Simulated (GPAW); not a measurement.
A run of GPAW 26.7.0:

The input run.py:

```python
from ase.dft.bandgap import bandgap
from ase.io import read, write
from ase.units import GPa
from gpaw import GPAW, PW

atoms = read('POSCAR')

calc = GPAW(mode=PW(600),
            xc='PBE',
            kpts={'size': (7, 7, 7), 'gamma': True},
            occupations={'name': 'fermi-dirac', 'width': 0.05},
            nbands=19,
            convergence={'density': 1e-05, 'energy': 1e-05},
            maxiter=150,
            txt='gpaw.txt')
atoms.calc = calc
energy = atoms.get_potential_energy()
forces = atoms.get_forces()
stress = atoms.get_stress()
calc.write('gs.gpw')
write('result.traj', atoms)
print(f'Energy: {energy:.6f} eV')
print('Forces (eV/A):')
print(forces.round(4))
print('Stress (GPa):', (stress / GPa).round(3))
print('Fermi level:', round(calc.get_fermi_level(), 4), 'eV')
print(f'Gap: {bandgap(calc)[0]:.4f} eV, direct: {bandgap(calc, direct=True)[0]:.4f} eV')
```

File POSCAR:

```
TePb
1.0
    0.0000000000      3.2310000000      3.2310000000
    3.1017600000      0.0000000000      3.2310000000
    3.1017600000      3.2310000000      0.0000000000
Pb Te
1 1
Direct
    0.0000000000      0.0000000000      0.0000000000
    0.5000000000      0.5000000000      0.5000000000
```

Potentials or basis: GPAW PAW data sets (gpaw-data 1.2.1), pw.

Command:

```sh
$ OMP_NUM_THREADS=1 python run.py
```

Hardware: 1 thread of Arm Neoverse V1, with other jobs on the host.

Task: How long does it take, and how much memory?

Result: Run time: 32 s on 1 thread of Arm Neoverse V1, with other jobs on the host, peak memory 0.2 GiB. Counts: scf iterations 9, plane waves 2180, bands 19, k points 40.
